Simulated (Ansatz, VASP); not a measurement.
Given: the input of a run of VASP 6.6.1 on NiO. 

File INCAR:

```
SYSTEM = NiO
ALGO = Normal
EDIFF = 1E-7
EDIFFG = -0.01
ENCUT = 600
GGA = RE
IBRION = 2
ISIF = 3
ISMEAR = -1
ISPIN = 2
IVDW = 12
LASPH = .True.
LCHARG = .False.
LMAXMIX = 4
LORBIT = 11
LREAL = .False.
LWAVE = .False.
MAGMOM = 1 0
NELM = 100
NSW = 60
PREC = Accurate
SIGMA = 0.05
```

The input KPOINTS:

```
k-points
0
Gamma
  11 11 11
  0 0 0
```

File POSCAR:

```
NiO
1.0
    0.0000000000      2.0859016414      2.0859016414
    2.0859016414      0.0000000000      2.0859016414
    2.0859016414      2.0859016414      0.0000000000
Ni O
1 1
Direct
    0.0000000000      0.0000000000      0.0000000000
    0.5000000000      0.5000000000      0.5000000000
```

Potentials or basis: VASP PAW PBE potentials, release 64 (Ni, O).

Command:

```console
$ cat potpaw_PBE.64/Ni/POTCAR potpaw_PBE.64/O/POTCAR > POTCAR
$ mpirun -np 1 vasp_std > vasp.out
```

Set up the same calculation for Ansatz 0.2.0. Potentials or basis there: Ansatz PAW, cutoff 420 eV.

As run (cutoffs and basis follow the program's own potentials, and thresholds, step limits or extra output files can differ):

Contents of input.yaml:

```yaml
crystal:
  lattice:
    - [0.0, 2.0859016414, 2.0859016414]
    - [2.0859016414, 0.0, 2.0859016414]
    - [2.0859016414, 2.0859016414, 0.0]
  atoms:
    - { symbol: Ni, position: [0.0, 0.0, 0.0], spin: 1.0 }
    - { symbol: O, position: [0.5, 0.5, 0.5] }
hamiltonian:
  xc: revpbe
  pseudopotentials: { kind: paw }
  dispersion: d3bj
magnetization:
  spin_polarized: true
kpoints:
  mp_grid: { grid: [11, 11, 11] }
scf:
  occupations: { method: fermi_dirac, width: 0.05 }
output:
  forces: true
  stress: true
relax:
  f_tol: 0.01
  max_steps: 40
  cell: { stress_tol: 0.05 }
```

Potentials or basis: Ansatz PAW.

The run is started by

```bash
$ ansatz run input.yaml --threads 2 --pin off --max-ram 5632MiB --backend cpu --events-out ev --progress --plain --runs-dir out
```

Both were run:

|  | VASP | Ansatz |
| --- | --- | --- |
| Relaxed volume | 9.24 Å³/atom | 9.26 Å³/atom |
| Relaxed cell | a = 2.967 Å, b = 2.967 Å, c = 2.967 Å, α = 60.00°, β = 60.00°, γ = 60.00° | a = 2.970 Å, b = 2.970 Å, c = 2.970 Å, α = 60.00°, β = 60.00°, γ = 60.00° |
| Space group after relaxing | Fm-3m (No. 225) | Fm-3m (No. 225) |
| Pressure after relaxing | 0.0 GPa | 0.0 GPa |
| Net moment | 1.81 μB per cell | 1.84 μB per cell |

Ansatz's pressure holds a Pulay term of +0.70 GPa for its cutoff of 420 eV, which the other run lacks.

The potentials hold 16 and 24 valence electrons a cell.

VASP's potentials were made for PBE. Ansatz's potentials were made for PBE.

Where Ansatz's input types no cutoff or centring, it takes its own default and a Γ-centred mesh.

The magnetic state is the one that the start led to; the real crystal's order can differ.

Pressure is positive in compression.
